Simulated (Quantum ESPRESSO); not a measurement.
# Ag (Fm-3m) in Quantum ESPRESSO: a series of runs, part 2 of 4

Quantum ESPRESSO 7.5.

### Step 2. Phonons and electron-phonon coupling, PBEsol

Input file pw.in:

```
&CONTROL
  calculation = 'scf'
  prefix = 'pwscf'
  outdir = './tmp'
  pseudo_dir = './pseudo'
  tprnfor = .true.
  tstress = .true.
  disk_io = 'low'
/
&SYSTEM
  ibrav = 0
  nat = 1
  ntyp = 1
  ecutwfc = 56
  ecutrho = 448
  nbnd = 16
  occupations = 'smearing'
  smearing = 'mp'
  degauss = 0.01999163
/
&ELECTRONS
  conv_thr = 2d-10
  electron_maxstep = 120
  mixing_beta = 0.5
/
ATOMIC_SPECIES
Ag   107.8682 ag_pbesol_v1.4.uspp.F.UPF
CELL_PARAMETERS angstrom
   0.0000000000    2.0427500000    2.0427500000
   2.0427500000    0.0000000000    2.0427500000
   2.0427500000    2.0427500000    0.0000000000
ATOMIC_POSITIONS crystal
Ag     0.0000000000    0.0000000000    0.0000000000
K_POINTS automatic
6 6 6 0 0 0
```

Input file relax.in:

```
&CONTROL
  calculation = 'vc-relax'
  prefix = 'pwscf'
  outdir = './tmp'
  pseudo_dir = './pseudo'
  tprnfor = .true.
  tstress = .true.
  disk_io = 'low'
  nstep = 40
  forc_conv_thr = 0.0001
  etot_conv_thr = 1d-06
/
&SYSTEM
  ibrav = 0
  nat = 1
  ntyp = 1
  ecutwfc = 56
  ecutrho = 448
  nbnd = 16
  occupations = 'smearing'
  smearing = 'mp'
  degauss = 0.01999163
/
&ELECTRONS
  conv_thr = 2d-10
  electron_maxstep = 120
  mixing_beta = 0.5
/
&IONS
  ion_dynamics = 'bfgs'
/
&CELL
  cell_dynamics = 'bfgs'
  press = 0
  press_conv_thr = 0.2
/
ATOMIC_SPECIES
Ag   107.8682 ag_pbesol_v1.4.uspp.F.UPF
CELL_PARAMETERS angstrom
   0.0000000000    2.0427500000    2.0427500000
   2.0427500000    0.0000000000    2.0427500000
   2.0427500000    2.0427500000    0.0000000000
ATOMIC_POSITIONS crystal
Ag     0.0000000000    0.0000000000    0.0000000000
K_POINTS automatic
6 6 6 0 0 0
```

Input file scf2.in:

```
&CONTROL
  calculation = 'scf'
  prefix = 'pwscf'
  outdir = './tmp'
  pseudo_dir = './pseudo'
  tprnfor = .true.
  tstress = .true.
  disk_io = 'low'
/
&SYSTEM
  ibrav = 0
  nat = 1
  ntyp = 1
  ecutwfc = 56
  ecutrho = 448
  nbnd = 16
  occupations = 'smearing'
  smearing = 'mp'
  degauss = 0.01999163
/
&ELECTRONS
  conv_thr = 1d-13
  electron_maxstep = 120
  mixing_beta = 0.5
  startingpot = 'file'
  startingwfc = 'file'
/
ATOMIC_SPECIES
Ag   107.8682 ag_pbesol_v1.4.uspp.F.UPF
CELL_PARAMETERS angstrom
   0.0000000000    2.0289096853    2.0289096853
   2.0289096853    0.0000000000    2.0289096853
   2.0289096853    2.0289096853    0.0000000000
ATOMIC_POSITIONS crystal
Ag     0.0000000000    0.0000000000    0.0000000000
K_POINTS automatic
6 6 6 0 0 0
```

Input file dense.in:

```
&CONTROL
  calculation = 'scf'
  prefix = 'pwscf'
  outdir = './tmp'
  pseudo_dir = './pseudo'
  tprnfor = .true.
  tstress = .true.
  disk_io = 'low'
/
&SYSTEM
  ibrav = 0
  nat = 1
  ntyp = 1
  ecutwfc = 56
  ecutrho = 448
  nbnd = 16
  occupations = 'smearing'
  smearing = 'mp'
  degauss = 0.01999163
  la2F = .true.
/
&ELECTRONS
  conv_thr = 1d-12
  electron_maxstep = 120
  mixing_beta = 0.5
  startingpot = 'file'
/
ATOMIC_SPECIES
Ag   107.8682 ag_pbesol_v1.4.uspp.F.UPF
CELL_PARAMETERS angstrom
   0.0000000000    2.0289096853    2.0289096853
   2.0289096853    0.0000000000    2.0289096853
   2.0289096853    2.0289096853    0.0000000000
ATOMIC_POSITIONS crystal
Ag     0.0000000000    0.0000000000    0.0000000000
K_POINTS automatic
24 24 24 0 0 0
```

Input file scf3.in:

```
&CONTROL
  calculation = 'scf'
  prefix = 'pwscf'
  outdir = './tmp'
  pseudo_dir = './pseudo'
  tprnfor = .true.
  tstress = .true.
  disk_io = 'low'
/
&SYSTEM
  ibrav = 0
  nat = 1
  ntyp = 1
  ecutwfc = 56
  ecutrho = 448
  nbnd = 16
  occupations = 'smearing'
  smearing = 'mp'
  degauss = 0.01999163
/
&ELECTRONS
  conv_thr = 1d-12
  electron_maxstep = 120
  mixing_beta = 0.5
  startingpot = 'file'
/
ATOMIC_SPECIES
Ag   107.8682 ag_pbesol_v1.4.uspp.F.UPF
CELL_PARAMETERS angstrom
   0.0000000000    2.0289096853    2.0289096853
   2.0289096853    0.0000000000    2.0289096853
   2.0289096853    2.0289096853    0.0000000000
ATOMIC_POSITIONS crystal
Ag     0.0000000000    0.0000000000    0.0000000000
K_POINTS automatic
6 6 6 0 0 0
```

Input file ph.in:

```
phonon_bands of Ag
&INPUTPH
  prefix = 'pwscf'
  outdir = './tmp'
  tr2_ph = 1d-18
  fildyn = 'dyn'
  niter_ph = 90
  alpha_mix(1) = 0.4
  ldisp = .true.
  nq1 = 3
  nq2 = 3
  nq3 = 3
  electron_phonon = 'interpolated'
  el_ph_sigma = 0.005
  el_ph_nsigma = 10
  fildvscf = 'dvscf'
/
```

Input file q2r.in:

```
&INPUT
  fildyn = 'dyn'
  zasr = 'crystal'
  flfrc = 'fc'
  la2F = .true.
/
```

Input file matdyn.in:

```
&INPUT
  asr = 'crystal'
  flfrc = 'fc'
  flfrq = 'freq'
  q_in_cryst_coord = .true.
  flvec = ' '
/
80
 0.0000000000  0.0000000000  0.0000000000
 0.0454545455  0.0000000000  0.0454545455
 0.0909090909  0.0000000000  0.0909090909
 0.1363636364  0.0000000000  0.1363636364
 0.1818181818  0.0000000000  0.1818181818
 0.2272727273  0.0000000000  0.2272727273
 0.2727272727  0.0000000000  0.2727272727
 0.3181818182  0.0000000000  0.3181818182
 0.3636363636  0.0000000000  0.3636363636
 0.4090909091  0.0000000000  0.4090909091
 0.4545454545  0.0000000000  0.4545454545
 0.5000000000  0.0000000000  0.5000000000
 0.5000000000  0.0500000000  0.5500000000
 0.5000000000  0.1000000000  0.6000000000
 0.5000000000  0.1500000000  0.6500000000
 0.5000000000  0.2000000000  0.7000000000
 0.5000000000  0.2500000000  0.7500000000
 0.4687500000  0.2812500000  0.7500000000
 0.4375000000  0.3125000000  0.7500000000
 0.4062500000  0.3437500000  0.7500000000
 0.3750000000  0.3750000000  0.7500000000
 0.3461538462  0.3461538462  0.6923076923
 0.3173076923  0.3173076923  0.6346153846
 0.2884615385  0.2884615385  0.5769230769
 0.2596153846  0.2596153846  0.5192307692
 0.2307692308  0.2307692308  0.4615384615
 0.2019230769  0.2019230769  0.4038461538
 0.1730769231  0.1730769231  0.3461538462
 0.1442307692  0.1442307692  0.2884615385
 0.1153846154  0.1153846154  0.2307692308
 0.0865384615  0.0865384615  0.1730769231
 0.0576923077  0.0576923077  0.1153846154
 0.0288461538  0.0288461538  0.0576923077
 0.0000000000  0.0000000000  0.0000000000
 0.0454545455  0.0454545455  0.0454545455
 0.0909090909  0.0909090909  0.0909090909
 0.1363636364  0.1363636364  0.1363636364
 0.1818181818  0.1818181818  0.1818181818
 0.2272727273  0.2272727273  0.2272727273
 0.2727272727  0.2727272727  0.2727272727
 0.3181818182  0.3181818182  0.3181818182
 0.3636363636  0.3636363636  0.3636363636
 0.4090909091  0.4090909091  0.4090909091
 0.4545454545  0.4545454545  0.4545454545
 0.5000000000  0.5000000000  0.5000000000
 0.5178571429  0.4642857143  0.5178571429
 0.5357142857  0.4285714286  0.5357142857
 0.5535714286  0.3928571429  0.5535714286
 0.5714285714  0.3571428571  0.5714285714
 0.5892857143  0.3214285714  0.5892857143
 0.6071428571  0.2857142857  0.6071428571
 0.6250000000  0.2500000000  0.6250000000
 0.5937500000  0.2500000000  0.6562500000
 0.5625000000  0.2500000000  0.6875000000
 0.5312500000  0.2500000000  0.7187500000
 0.5000000000  0.2500000000  0.7500000000
 0.5000000000  0.2750000000  0.7250000000
 0.5000000000  0.3000000000  0.7000000000
 0.5000000000  0.3250000000  0.6750000000
 0.5000000000  0.3500000000  0.6500000000
 0.5000000000  0.3750000000  0.6250000000
 0.5000000000  0.4000000000  0.6000000000
 0.5000000000  0.4250000000  0.5750000000
 0.5000000000  0.4500000000  0.5500000000
 0.5000000000  0.4750000000  0.5250000000
 0.5000000000  0.5000000000  0.5000000000
 0.4861111111  0.4861111111  0.5277777778
 0.4722222222  0.4722222222  0.5555555556
 0.4583333333  0.4583333333  0.5833333333
 0.4444444444  0.4444444444  0.6111111111
 0.4305555556  0.4305555556  0.6388888889
 0.4166666667  0.4166666667  0.6666666667
 0.4027777778  0.4027777778  0.6944444444
 0.3888888889  0.3888888889  0.7222222222
 0.3750000000  0.3750000000  0.7500000000
 0.6250000000  0.2500000000  0.6250000000
 0.5937500000  0.1875000000  0.5937500000
 0.5625000000  0.1250000000  0.5625000000
 0.5312500000  0.0625000000  0.5312500000
 0.5000000000  0.0000000000  0.5000000000
```

Input file matdyn_dos.in:

```
&INPUT
  asr = 'crystal'
  flfrc = 'fc'
  dos = .true.
  fldos = 'phdos'
  nk1 = 9
  nk2 = 9
  nk3 = 9
  deltaE = 0.5
  flvec = ' '
  flfrq = ' '
/
```

Input file matdyn_a2f.in:

```
&INPUT
  asr = 'crystal'
  flfrc = 'fc'
  la2F = .true.
  dos = .true.
  fldos = 'dos2'
  nk1 = 8
  nk2 = 8
  nk3 = 8
  ndos = 60
  el_ph_nsigma = 10
  flfrq = 'dosfreq2'
  flvec = ' '
/
```

Input file matdyn_mesh.in:

```
&INPUT
  asr = 'crystal'
  flfrc = 'fc'
  flfrq = 'mesh'
  q_in_cryst_coord = .true.
  flvec = ' '
/
512
 0.06250000  0.06250000  0.06250000
 0.06250000  0.06250000  0.18750000
 0.06250000  0.06250000  0.31250000
[... 509 further points of the even 8 x 8 x 8 mesh, shifted by half a step ...]
```

Potentials or basis: GBRV 1.5 PBEsol.

The run is started by

```bash
$ OMP_NUM_THREADS=1 pw.x -in pw.in > pw.out
$ OMP_NUM_THREADS=1 pw.x -in relax.in > relax.out
$ OMP_NUM_THREADS=1 pw.x -in scf2.in > scf2.out
$ OMP_NUM_THREADS=1 pw.x -in dense.in > dense.out
$ OMP_NUM_THREADS=1 pw.x -in scf3.in > scf3.out
$ OMP_NUM_THREADS=1 ph.x -in ph.in > ph.out
$ OMP_NUM_THREADS=1 q2r.x -in q2r.in > q2r.out
$ OMP_NUM_THREADS=1 matdyn.x -in matdyn.in > matdyn.out
$ OMP_NUM_THREADS=1 matdyn.x -in matdyn_dos.in > matdyn_dos.out
$ OMP_NUM_THREADS=1 matdyn.x -in matdyn_a2f.in > matdyn_a2f.out
$ OMP_NUM_THREADS=1 matdyn.x -in matdyn_mesh.in > matdyn_mesh.out
```

pw.out:

```text
This program is part of the open-source Quantum ESPRESSO suite
     for quantum simulation of materials; please cite
[... 9 lines left out ...]
     --------------------
     sticks:   dense  smooth     PW     G-vecs:    dense   smooth      PW
     Sum         925     451    151                18499     6423    1243

     Using Slab Decomposition

     bravais-lattice index     =            0
     lattice parameter (alat)  =       5.4592  a.u.
     unit-cell volume          =     115.0462 (a.u.)^3
     number of atoms/cell      =            1
     number of atomic types    =            1
     number of electrons       =        19.00
     number of Kohn-Sham states=           16
     kinetic-energy cutoff     =      56.0000  Ry
     charge density cutoff     =     448.0000  Ry
     scf convergence threshold =      2.0E-10
     mixing beta               =       0.5000
     number of iterations used =            8  plain     mixing
     Exchange-correlation= SLA  PW   PSX  PSC
                           (   1   4  10   8   0   0   0)

     celldm(1)=   5.459201  celldm(2)=   0.000000  celldm(3)=   0.000000
     celldm(4)=   0.000000  celldm(5)=   0.000000  celldm(6)=   0.000000

     crystal axes: (cart. coord. in units of alat)
               a(1) = (   0.000000   0.707107   0.707107 )
               a(2) = (   0.707107   0.000000   0.707107 )
               a(3) = (   0.707107   0.707107   0.000000 )

     reciprocal axes: (cart. coord. in units 2 pi/alat)
               b(1) = ( -0.707107  0.707107  0.707107 )
               b(2) = (  0.707107 -0.707107  0.707107 )
               b(3) = (  0.707107  0.707107 -0.707107 )

     PseudoPot. # 1 for Ag read from file:
     ag_pbesol_v1.4.uspp.F.UPF
     Pseudo is Ultrasoft + core correction, Zval = 19.0
     Generated by new atomic code, or converted to UPF format
     Using radial grid of  887 points,  6 beta functions with:
                l(1) =   0
                l(2) =   0
                l(3) =   1
                l(4) =   1
                l(5) =   2
                l(6) =   2
     Q(r) pseudized with  6 coefficients,  rinner =    1.300   1.300   1.300
                                                       1.300   1.300

     atomic species   valence    mass     pseudopotential
     Ag               19.00   107.86820     Ag( 1.00)

     48 Sym. Ops., with inversion, found

   Cartesian axes

     site n.     atom                  positions (alat units)
         1        Ag     tau(   1) = (   0.0000000   0.0000000   0.0000000  )

     number of k points=    16  Methfessel-Paxton smearing, width (Ry)=  0.0200
                       cart. coord. in units 2pi/alat
        k(    1) = (   0.0000000   0.0000000   0.0000000), wk =   0.0092593
        k(    2) = (   0.1178511   0.1178511  -0.1178511), wk =   0.0740741
        k(    3) = (   0.2357023   0.2357023  -0.2357023), wk =   0.0740741
        k(    4) = (  -0.3535534  -0.3535534   0.3535534), wk =   0.0370370
        k(    5) = (   0.2357023   0.0000000  -0.0000000), wk =   0.0555556
        k(    6) = (   0.3535534   0.1178511  -0.1178511), wk =   0.2222222
[... 8 lines left out ...]
        k(   15) = (  -0.1178511  -0.3535534   0.5892557), wk =   0.2222222
        k(   16) = (  -0.7071068   0.2357023   0.0000000), wk =   0.1111111

     Dense  grid:    18499 G-vectors     FFT dimensions: (  40,  40,  40)

     Smooth grid:     6423 G-vectors     FFT dimensions: (  25,  25,  25)

     Initial potential from superposition of free atoms

     starting charge      18.5000, renormalised to      19.0000
     Starting wfcs are   13 randomized atomic wfcs +    3 random wfcs

     Self-consistent Calculation

     iteration #  1     ecut=    56.00 Ry     beta= 0.50
     Davidson diagonalization with overlap
     ethr =  1.00E-02,  avg # of iterations =  5.2

     total energy              =    -295.11398641 Ry
     estimated scf accuracy    <       1.22121976 Ry
[... 43 lines left out ...]
     iteration #  8     ecut=    56.00 Ry     beta= 0.50
     Davidson diagonalization with overlap
     ethr =  2.30E-11,  avg # of iterations =  1.3

     End of self-consistent calculation

          k = 0.0000 0.0000 0.0000 (   869 PWs)   bands (ev):

   -74.6967 -38.1056 -38.1056 -38.1056   9.3329  12.4300  12.4300  12.4300
    13.4828  13.4828  33.4843  36.9881  36.9881  36.9881  41.6012  42.5021

          k = 0.1179 0.1179-0.1179 (   818 PWs)   bands (ev):

   -74.6923 -38.1468 -38.1116 -38.1116  10.1338  12.3202  12.6083  12.6083
    13.4555  13.4555  31.5154  34.3352  37.0822  37.0822  40.2450  41.6461

          k = 0.2357 0.2357-0.2357 (   823 PWs)   bands (ev):

   -74.6836 -38.2293 -38.1241 -38.1241  10.9006  12.5444  12.5444  13.8244
    13.9072  13.9072  25.1269  33.3817  36.1590  36.1590  40.0828  40.0828

          k =-0.3536-0.3536 0.3536 (   796 PWs)   bands (ev):

   -74.6792 -38.2702 -38.1303 -38.1303  10.7956  12.4093  12.4093  14.2870
    14.2870  16.7125  20.7710  32.6542  35.1627  35.1627  39.8839  39.8839

          k = 0.2357 0.0000-0.0000 (   821 PWs)   bands (ev):

   -74.6909 -38.1453 -38.1213 -38.1213  10.4052  12.0144  12.8445  12.8445
    13.1448  13.6685  33.7311  34.1680  34.1680  34.4947  39.2505  43.0817

          k = 0.3536 0.1179-0.1179 (   820 PWs)   bands (ev):

   -74.6836 -38.2061 -38.1357 -38.1355  11.2835  12.0141  12.6148  13.0131
    14.0323  14.3871  27.7325  32.5142  32.9983  34.7206  39.3392  42.8081

          k =-0.2357-0.4714 0.4714 (   810 PWs)   bands (ev):
[... 6 lines left out ...]
   -74.6792 -38.2407 -38.1597 -38.1304  11.3547  12.2530  12.8092  13.0229
    13.8041  16.6556  23.7106  29.5777  34.1288  35.0244  40.5451  41.6791

          k = 0.0000-0.2357 0.2357 (   815 PWs)   bands (ev):

   -74.6865 -38.1865 -38.1391 -38.1161  11.1881  12.0430  12.6751  12.9637
    13.1148  14.3063  29.7982  30.1841  36.4623  37.4212  38.9828  41.2863

          k = 0.4714 0.0000-0.0000 (   813 PWs)   bands (ev):

   -74.6792 -38.2239 -38.1530 -38.1530  11.1433  11.2583  13.8529  13.8529
    14.0550  14.9587  29.4234  29.7890  29.7890  34.1163  34.4678  47.3777

          k =-0.1179-0.5893 0.5893 (   802 PWs)   bands (ev):
[... 6 lines left out ...]
   -74.6749 -38.2181 -38.2176 -38.1480  11.4510  12.0351  12.6557  13.4368
    14.0028  20.2998  22.9734  24.6844  31.4093  33.9555  44.0705  44.5851

          k =-0.7071 0.0000 0.0000 (   790 PWs)   bands (ev):

   -74.6734 -38.2623 -38.1688 -38.1688  10.7641  10.9115  14.2568  14.4960
    14.4960  18.7180  23.8995  27.8563  27.8563  34.2764  34.3883  47.5650

          k =-0.2357-0.4714 0.7071 (   809 PWs)   bands (ev):
[... 6 lines left out ...]
   -74.6749 -38.2349 -38.1945 -38.1543  11.7505  11.7982  12.4576  13.3550
    14.2467  20.8198  21.5460  27.3573  27.9979  37.2163  40.3126  45.1075

          k =-0.7071 0.2357 0.0000 (   804 PWs)   bands (ev):

   -74.6734 -38.2390 -38.1923 -38.1695  11.2861  11.4670  13.0355  13.7313
    14.4968  21.1130  24.0375  25.1709  25.8912  37.3587  39.0737  43.2728

     the Fermi energy is    17.0050 ev

!    total energy              =    -295.54762245 Ry
     estimated scf accuracy    <          1.9E-10 Ry
     smearing contrib. (-TS)   =      -0.00028222 Ry
     internal energy E=F+TS    =    -295.54734022 Ry

     The total energy is F=E-TS. E is the sum of the following terms:
     one-electron contribution =    -124.06111515 Ry
     hartree contribution      =      71.59566445 Ry
     xc contribution           =     -28.69935778 Ry
     ewald contribution        =    -214.38253174 Ry

     convergence has been achieved in   8 iterations

     Forces acting on atoms (cartesian axes, Ry/au):

     atom    1 type  1   force =     0.00000000    0.00000000    0.00000000

     Total force =     0.000000     Total SCF correction =     0.000000

     Computing stress (Cartesian axis) and pressure

          total   stress  (Ry/bohr**3)                   (kbar)     P=      -22.08
  -0.00015009   0.00000000   0.00000000          -22.08        0.00        0.00
   0.00000000  -0.00015009   0.00000000            0.00      -22.08        0.00
   0.00000000  -0.00000000  -0.00015009            0.00       -0.00      -22.08

=------------------------------------------------------------------------------=
   JOB DONE.
=------------------------------------------------------------------------------=
```

It took 6.1 min on 1 thread of Arm Neoverse V1, shared host; peak memory 0.17 GiB.

Results:

```
Free energy                            : -4021.1315 eV
Relaxed volume                         : 16.70 Å³/atom
Relaxed cell                           : a = 2.869 Å, b = 2.869 Å, c = 2.869 Å, α = 60.00°, β = 60.00°, γ = 60.00°
Space group after relaxing (to 0.05 Å) : Fm-3m (No. 225)
Pressure after relaxing                : 0.1 GPa
Band gap on the k mesh                 : none (metal or under the smearing width)
Highest phonon frequency               : 172 cm⁻¹
Zero-point energy                      : 0.021 eV/atom
```

Step by step:
```csv
step,energy change (eV),largest force (eV/Å),pressure (GPa),volume (Å³)
1,0.0000,0.0000,-2.21,17.05
2,-0.0019,0.0000,-1.02,16.86
3,-0.0024,0.0000,0.05,16.70
4,-0.0024,0.0000,0.00,16.70
```

Final structure:
```
CELL_PARAMETERS angstrom
0.00000 2.02891 2.02891
2.02891 0.00000 2.02891
2.02891 2.02891 0.00000
ATOMIC_POSITIONS crystal
Ag 0.00000 0.00000 0.00000
```

Levels at points of the mesh, in eV from the Fermi level:
```csv
k point,band 6,band 7,band 8,band 9,band 10,band 11,band 12,band 13,band 14,band 15
"(0.00, 0.00, 0.00)",-4.67,-4.67,-4.67,-3.58,-3.58,16.52,20.15,20.15,20.15,24.80
"(0.00, 0.00, -0.50)",-4.69,-4.69,-2.74,-2.74,-0.37,3.87,15.69,18.36,18.36,23.15
"(0.00, -0.50, -0.50)",-6.24,-2.77,-2.53,-2.53,1.68,7.04,10.94,10.94,17.50,17.64
```

Phonon frequencies in cm⁻¹ (negative: imaginary):
```tsv
q point	frequencies
(0.000, 0.000, 0.000)	0 0 0
(0.318, 0.000, 0.318)	99 99 146
(0.500, 0.150, 0.650)	107 124 160
(0.346, 0.346, 0.692)	94 136 148
(0.144, 0.144, 0.288)	49 77 113
(0.091, 0.091, 0.091)	25 25 52
(0.409, 0.409, 0.409)	71 71 166
(0.589, 0.321, 0.589)	91 125 155
(0.500, 0.275, 0.725)	104 141 143
(0.500, 0.450, 0.550)	75 82 170
(0.431, 0.431, 0.639)	86 111 160
(0.562, 0.125, 0.562)	109 118 168
```

Phonon frequencies at the corners of the path (cm⁻¹, interpolated; i marks imaginary ones):
```tsv
point	frequencies
Γ	0 0 0
X	112 112 172
W	105 142 142
K	100 130 155
L	72 72 172
U	100 130 155
```

Phonon states per cell in windows of 10 cm⁻¹ (negative: imaginary):
```tsv
from (cm⁻¹)	total
0	0.00
10	0.00
20	0.00
30	0.02
40	0.03
50	0.06
60	0.13
70	0.27
80	0.36
90	0.39
100	0.34
110	0.24
120	0.23
130	0.12
140	0.18
150	0.48
160	0.16
```

Harmonic thermodynamics per atom at this volume (zero-point energy 20.7 meV, Debye temperature from the second moment 216 K):
```csv
T (K),free energy (meV),entropy (k_B),heat capacity Cv (k_B)
50,19.9,0.70,1.41
100,13.8,2.06,2.41
200,-12.6,3.90,2.83
298.15,-50.7,5.05,2.92
500,-152.9,6.58,2.97
800,-342.5,7.98,2.99
```

Electron-phonon coupling by broadening of the double delta (levels on a 24 × 24 × 24 mesh):
```tsv
broadening (eV)	λ	N(E_F) (states/eV a spin and cell)	ω_log (K)	Tc, μ* 0.10 (K)	Tc, μ* 0.13 (K)
0.07	0.89	0.118	176	10.1	8.4
0.14	0.34	0.099	168	0.2	0.1
0.20	0.21	0.103	160	0.0	0.0
0.27	0.17	0.113	156	0.0	0.0
0.34	0.15	0.121	154	0.0	0.0
0.41	0.14	0.126	154	0.0	0.0
0.48	0.14	0.129	154	0.0	0.0
0.54	0.14	0.130	153	0.0	0.0
0.61	0.14	0.130	153	0.0	0.0
0.68	0.14	0.130	153	0.0	0.0
```

The same from a weighted sum over the computed q points, without interpolation:
```tsv
broadening (eV)	λ	ω_log (K)	Tc, μ* 0.10 (K)	Tc, μ* 0.13 (K)
0.07	0.91	170	10.0	8.4
0.14	0.35	161	0.3	0.1
0.20	0.21	156	0.0	0.0
0.27	0.17	153	0.0	0.0
0.34	0.15	152	0.0	0.0
0.41	0.14	151	0.0	0.0
0.48	0.14	151	0.0	0.0
0.54	0.14	150	0.0	0.0
0.61	0.14	150	0.0	0.0
0.68	0.14	149	0.0	0.0
```

Eliashberg function at a broadening of 0.27 eV:
```tsv
cm⁻¹	α²F
4	0.000
13	0.000
22	0.000
31	0.000
39	0.001
48	0.002
57	0.005
66	0.016
74	0.056
83	0.089
92	0.112
101	0.160
110	0.063
118	0.093
127	0.085
136	0.025
145	0.048
153	0.245
162	0.094
171	0.001
```

Coupling and linewidth of each mode at the computed q points (broadening 0.27 eV):
```
                  q         cm⁻¹  λ of the modes  linewidths (GHz)
 (0.00, 0.00, 0.33)    67 67 152  0.07 0.07 0.04             0 0 1
 (0.00, 0.33, 0.33)  101 101 151  0.06 0.03 0.03             1 0 1
(0.00, 0.33, -0.33)   92 139 144  0.07 0.09 0.04             1 2 1
```

Caveat: the k mesh is coarse (spacing up to 0.44 Å⁻¹), so the values aren't converged; the mesh is thin for the phonons of a metal; λ from interpolated matrix elements is rough: modes that symmetry makes equal can differ by tens of percent; the q mesh is small, so phonon branches between its points and thermal values are rough.

[end of part 2 of 4]
